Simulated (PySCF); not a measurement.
A species of formula C4H2O3 has this rotational fingerprint, computed with PBE0/pcSseg-1 in PySCF (dipole) on a GFN2-xTB geometry, gas phase:

| Quantity | Value |
| --- | --- |
| Rotational constants | A = 6921, B = 2483, C = 1827 MHz |
| Dipole components | \|μa\| = 0.00 D, \|μb\| = 4.12 D, \|μc\| = 0.00 D |
| Inertial defect | 0.00 u·Å² |
| κ | -0.74 |

Question: Which structure is it? (One computed conformer of each.)
A. `[O:1]=[CH:2][O:3][c:4]1[cH:5][c:6]1=[O:7]` with O1–C2–O3–C4 0°, C2–O3–C4–C5 0°
B. `O1C(=O)C=CC1=O`

Answer: B. It is O=C1C=CC(=O)O1, an asymmetric top, point group C2v. The candidates at the same level (rigid rotor, commonest isotopes):

```tsv
SMILES	A (MHz)	B (MHz)	C (MHz)	μa (D)	μb (D)	μc (D)	Δ (u·Å²)	point group	rotor
O=COc1cc1=O	10280	1595	1381	3.55	0.02	0.00	0.00	Cs	near-prolate asymmetric top
O=C1C=CC(=O)O1	6921	2483	1827	0.00	4.12	0.00	0.00	C2v	asymmetric top
```

`O=COc1cc1=O` has A 49 % too high. In the right answer the symmetry axis of this C2v structure is b, so μa and μc vanish by symmetry. No structure here is proved a minimum.
